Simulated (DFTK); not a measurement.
A run of DFTK 0.8.2 is set up as follows.

run.jl

```julia
using DFTK
using PseudoPotentialData
using Unitful, UnitfulAtomic
using LinearAlgebra, Printf
include("save.jl")
disable_threading()

# lattice vectors are the columns
lattice = austrip(1u"Å") * [           0.0          2.165          2.165;
                    2.165            0.0          2.165;
                    2.165          2.165            0.0]
symbols   = [:C, :Be, :Be]
positions = [[0.0, 0.0, 0.0],
             [0.75, 0.75, 0.75],
             [0.25, 0.25, 0.25]]
pseudopotentials = PseudoFamily("dojo.nc.sr.pbe.v0_4_1.standard.upf")
elements = Dict(s => ElementPsp(s, pseudopotentials) for s in unique(symbols))
atoms    = [elements[s] for s in symbols]

build_model(lattice, positions; symmetries=true) =
    model_DFT(lattice, atoms, positions;
              functionals=PBE(),
              temperature=austrip(0.05u"eV"),
              smearing=Smearing.FermiDirac(),
              symmetries)
Ecut  = 44.0  # hartree
kgrid = [11, 11, 11]
tol   = 1e-6
to_GPa = ustrip(uconvert(u"GPa", 1u"hartree/bohr^3"))

results["points"] = []
for scale in [0.94, 0.96, 0.98, 1.0, 1.02, 1.04, 1.06]
    println("\n=== scale = ", scale)
    model = build_model(cbrt(scale) * lattice, positions)
    basis = PlaneWaveBasis(model; Ecut, kgrid)
    t0 = time()
    scfres = self_consistent_field(basis;
                                   tol,
                                   nbandsalg=AdaptiveBands(model; n_bands_converge=11))
    seconds = time() - t0
    @printf "SCF: %d iterations, %.1f s\n" scfres.n_iter seconds
    forces = compute_forces_cart(scfres)
    stress = compute_stresses_cart(scfres)
    @printf "V = %.5f Å^3  F = %.8f Ha  max force = %.5f eV/Å  p = %.4f GPa\n" ustrip(auconvert(u"Å^3", model.unit_cell_volume)) scfres.energies.total ustrip(auconvert(u"eV/Å", maximum(norm, forces))) (-tr(stress) / 3 * to_GPa)
    push!(results["points"], save_scf!(scfres; forces, stress, d=Dict{String,Any}("seconds" => seconds, "n_matvec" => get(scfres, :n_matvec, 0))))
end

# third-order Birch-Murnaghan fit in x = V^(-2/3)
V = [0.94, 0.96, 0.98, 1.0, 1.02, 1.04, 1.06] * abs(det(lattice))
E = [p["total"] for p in results["points"]]
x = V .^ (-2 / 3)
c = [x .^ 0 x x .^ 2 x .^ 3] \ E
Δ = c[3]^2 - 3c[2] * c[4]
if Δ > 0
    x0 = (-c[3] + sqrt(Δ)) / 3c[4]
    B0 = 4 / 9 * x0^(7 / 2) * (2c[3] + 6c[4] * x0)
    @printf "V0 = %.4f Å^3  B0 = %.2f GPa\n" ustrip(auconvert(u"Å^3", x0^(-3 / 2))) B0 * to_GPa
end
```

Potentials or basis: dojo.nc.sr.pbe.v0_4_1.standard.upf (PBE).

Run with:

```console
$ julia --threads=1 run.jl  # save.jl only writes the numbers to a file and isn't shown; printed stress counts tension as positive; times include loading and compiling
```

Problem. What does it give for the pressure derivative of the bulk modulus?

Solution. 3.5.

Problem. What does it give for the bulk modulus?

Solution. 202 GPa.

Problem. Estimate the equilibrium volume.

Solution. 6.79 Å³/atom.

Energy against volume, from the lowest point:
```csv
volume (Å³/atom),energy (meV/atom)
6.359,18.81
6.495,8.52
6.630,2.36
6.765,0.00
6.901,1.10
7.036,5.36
7.171,12.51
```

PBE usually gives volumes a little too large and moduli too small. Zero-point motion and thermal expansion aren't in these numbers.
